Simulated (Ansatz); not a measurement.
## Moving the pressure in AlO

The cell as given:

```cif
data_structure
_symmetry_space_group_name_H-M 'Pm-3m'
_symmetry_Int_Tables_number 221
_cell_length_a 2.7692
_cell_length_b 2.7692
_cell_length_c 2.7692
_cell_angle_alpha 90.000
_cell_angle_beta 90.000
_cell_angle_gamma 90.000
_cell_volume 21.24
loop_
_atom_site_label
_atom_site_type_symbol
_atom_site_symmetry_multiplicity
_atom_site_Wyckoff_symbol
_atom_site_fract_x
_atom_site_fract_y
_atom_site_fract_z
_atom_site_occupancy
Al1 Al 1 b 0.50000 0.50000 0.50000 1
O1 O 1 a 0.00000 0.00000 0.00000 1
```

The cell comes from a database or a generator and needn't be the stable form of this composition.

Kept alike: task relaxation of cell and atoms; functional r2SCAN; k mesh 10 × 10 × 10; occupations fermi-dirac, width 0.05 eV; no spin polarisation. Program: Ansatz, Ansatz PAW, cutoff 500 eV. The mesh is that of the run's cell of 2 atoms. No spin-orbit coupling.

```csv
"pressure, P (GPa)",volume (Å³/atom)
0,10.320
2,10.175
5,9.977
10,9.682
20,9.193
```

The relaxations keep at least the cell's symmetry (Pm-3m). For a metal such a mesh leaves the last digits unconverged. Runs of this series that gave no sound value for these columns are left out. The runs follow the start's structure, whether or not it is the stable one at these pressures. P is the pressure aimed at, which the runs meet within some hundredths to tenths of a GPa. All rows use potentials made for PBE.

The volume falls from 10.320 to 9.193 Å³/atom between 0 and 20 GPa. The volume falls ever more slowly, since the solid stiffens under load. At the pressures aimed at, which the runs meet within some tenths of a GPa, the step from 0 to 5 GPa gives a mean bulk modulus near 148 GPa, the last step 193 GPa.
